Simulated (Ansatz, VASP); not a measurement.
Given: the input of a run of VASP 6.6.1 on TePb.

INCAR

```
SYSTEM = TePb
  PREC = Accurate
  ENCUT = 520
  EDIFF = 1E-6
  ISMEAR = 0
  SIGMA = 0.012
  LREAL = .FALSE.
  LASPH = .TRUE.
  NELM = 100
  ALGO = Normal
  ISIF = 2
  LWAVE = .FALSE.
  LCHARG = .TRUE.
  GGA = PE
  LELF = .TRUE.
  LVHAR = .TRUE.
  NBANDS = 17
```

The input KPOINTS:

```
Automatic mesh
0
G
  7 7 7
  0 0 0
```

Contents of POSCAR:

```
TePb
1.0
    0.0000000000      3.2310000000      3.2310000000
    3.2310000000      0.0000000000      3.2310000000
    3.2310000000      3.2310000000      0.0000000000
Pb Te
1 1
Direct
    0.0000000000      0.0000000000      0.0000000000
    0.5000000000      0.5000000000      0.5000000000
```

Potentials or basis: VASP PAW PBE potentials, release 64 (Pb_d, Te).

Command:

```bash
$ cat potpaw_PBE.64/Pb_d/POTCAR potpaw_PBE.64/Te/POTCAR > POTCAR
$ mpirun -np 1 vasp_std > vasp.out
```

**Question.** Set up the same calculation for Ansatz 0.2.0. Potentials there: Ansatz PAW.

**Answer.** As run (the cutoff follows the program's own potentials):

File input.yaml:

```yaml
crystal:
  lattice:
    - [0.0, 3.231, 3.231]
    - [3.231, 0.0, 3.231]
    - [3.231, 3.231, 0.0]
  atoms:
    - { symbol: Pb, position: [0.0, 0.0, 0.0] }
    - { symbol: Te, position: [0.5, 0.5, 0.5] }
hamiltonian:
  xc: pbe
  pseudopotentials: { kind: paw }
kpoints:
  mp_grid: { grid: [7, 7, 7] }
scf:
  occupations: { method: gaussian, width: 0.012 }
output:
  forces: true
  stress: true
  eigenvalues: true
```

Potentials or basis: Ansatz PAW.

Command:

```console
$ ansatz run input.yaml --threads 2 --pin off --max-ram 5632MiB --backend cpu --events-out ev --progress --plain --runs-dir out
```

Both were run:

|  | VASP | Ansatz | Ansatz less VASP |
| --- | --- | --- | --- |
| gap on the k mesh at the Fermi level (eV) | 1.01 | 1.01 | -0.003 |
| least direct gap on the mesh (eV) | 1.01 | 1.01 | -0.003 |
| pressure (GPa) | 2.1 | 2.1 | +0.06 |

With one functional, cell and mesh, what is left measures potentials, basis and numerics. The two sets of potentials don't hold the same shells in valence.

Spin-orbit coupling is left out, which matters for the levels of Pb, Te.
